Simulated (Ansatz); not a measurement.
## ZnS: energy along a strain

ZnS, F-43m, a = 5.357 Å. The compound has several low-lying forms, and this is one of them. Ansatz: PBEsol, PAW, 420 eV, Γ-centred 10×10×10 mesh on 2 atoms, Gaussian smearing 0.05 eV; no spin polarisation. Cell vectors (Å): 0.000 2.678 2.678; 2.678 0.000 2.678; 2.678 2.678 0.000. The cell is strained by x per cent times the pattern (0 0 0 0 1 0) in the order xx yy zz yz xz xy (engineering shears), with fractional coordinates held. y is the free energy over the start, V0 = 19.211 Å³/atom. Symmetry makes y even in x.

| x (%) | y (meV/atom) |
| --- | --- |
| -4.00 | ? |
| -2.00 | 1.77 |
| 0.00 | 0.00 |
| 0.50 | 0.11 |
| 1.00 | 0.44 |
| 1.50 | 1.00 |
| 2.50 | 2.76 |
| 3.00 | 3.98 |
| 3.50 | 5.42 |

Task: Fit y = c2 x² + c4 x⁴ to the other rows, get the stiffness along the pattern, and predict the missing energy.

Result: Least squares on the rows shown. y = 0.4420 x² + 3.313×10⁻⁵ x⁴. The clamped-ion stiffness p·C·p = 2 × 4.420 eV × 160.2 / 19.211 Å³ = 74 GPa, which is C55 in these axes (C44 of the cubic crystal). At x = -4.00 the fit asked for gives 7.08 meV/atom. The run gave 7.08 meV/atom, the same to the digits shown.

Cost: 9 runs of about 1.1 core-minutes in all, on Arm Neoverse V2 (shared hosts).